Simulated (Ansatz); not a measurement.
# P: moving P off its site

P, Pm-3m, a = 2.407 Å. This isn't the element's structure at ambient conditions. Ansatz: PBE+D3(BJ), PAW, 420 eV, Γ-centred 12×12×12 mesh on 8 atoms, Gaussian smearing 0.15 eV; no spin polarisation.

```
CELL_PARAMETERS angstrom
0.00000 -4.81452 0.00000
-4.81452 0.00000 0.00000
0.00000 0.00000 -4.81474
ATOMIC_POSITIONS crystal
P 0.50000 0.50000 0.50000
P 0.50000 0.50000 0.00000
P 0.00000 0.50000 0.50000
P 0.00000 0.50000 0.00000
P 0.50000 0.00000 0.50000
P 0.50000 0.00000 0.00000
P 0.00000 0.00000 0.50000
P 0.00000 0.00000 0.00000
```

Atom 1 (P) moves by x along the unit vector (0.000, 0.000, 1.000), with its periodic images; all else is held. y is the free energy of the cell over the start, F the force along the path summed over the moved atoms. Symmetry makes y even in x.

```tsv
x (Å)	y (meV)	F (eV/Å)
-0.200	?	?
-0.100	19.1	0.40
0.000	0.0	0.00
0.025	1.2	-0.09
0.050	4.7	-0.19
0.075	10.6	-0.29
0.125	30.6	-0.53
0.150	45.7	-0.68
0.175	64.8	-0.86
```

**Question.** Fit y = c2 x² + c4 x⁴ to the energies of the other rows, give the force constant, and predict energy and force of the missing row.

**Answer.** Least squares on the rows shown. y = 1808 x² + 10020 x⁴. The force constant is 2 c2 = 3.62 eV/Å² (for all images moving together, not for a lone atom). The force −dy/dx at the missing row is 1.04 eV/Å (computed 1.06). At x = -0.200 the fit asked for gives 88.4 meV. The run gave 88.8 meV, so the fit is 0.4 meV too low, a small miss on the scale of the series.

Cost: 9 runs of about 4.9 core-minutes in all, on Intel Xeon Platinum 8488C (Sapphire Rapids) (shared hosts).